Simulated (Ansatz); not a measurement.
ZrSiS4, a known structure type with other elements, at an estimated volume

```
CELL_PARAMETERS angstrom
-4.01002 4.01002 3.62860
4.01002 -4.01002 3.62860
4.01002 4.01002 -3.62860
ATOMIC_POSITIONS crystal
Si 0.37500 0.62500 0.75000
Si 0.62500 0.37500 0.25000
Zr 0.87500 0.12500 0.75000
Zr 0.12500 0.87500 0.25000
S 0.26110 0.19530 0.06580
S 0.19530 0.62950 0.93420
S 0.62950 0.19530 0.43420
S 0.19530 0.26110 0.56580
S 0.73890 0.80470 0.93420
S 0.80470 0.73890 0.43420
S 0.37050 0.80470 0.56580
S 0.80470 0.37050 0.06580
```

The numbers come from plane-wave PAW DFT (Ansatz): r2SCAN, no spin polarisation, 500 eV, 5×5×5 Γ-centred k points, fermi-dirac occupations (width 0.1 eV). Nothing was relaxed.

**Band edges.** Within 0.7 eV of the edges, the states project mainly on S p (94 %) below the gap and on Zr d (71 %) and S p (14 %) above it.
**Formation energy.** -1.00 eV an atom against the elements' usual phases (free molecules for gases, crystals otherwise, with no correction for O₂ or N₂), so it is bound against them; other compounds may still compete. Relaxing would lower it.
**Stress.** The pressure is 12.7 GPa (compression positive), so with the atoms held at these fractions the cell would first expand; the forces are large, so a full relaxation may end otherwise.
**Electronic structure.** The gap is 1.64 eV, indirect (the least direct gap found is 1.85 eV).

Origin: a known structure type with other elements, at an estimated volume, so it need not be a known compound. Caveats: atoms or cell far from equilibrium.
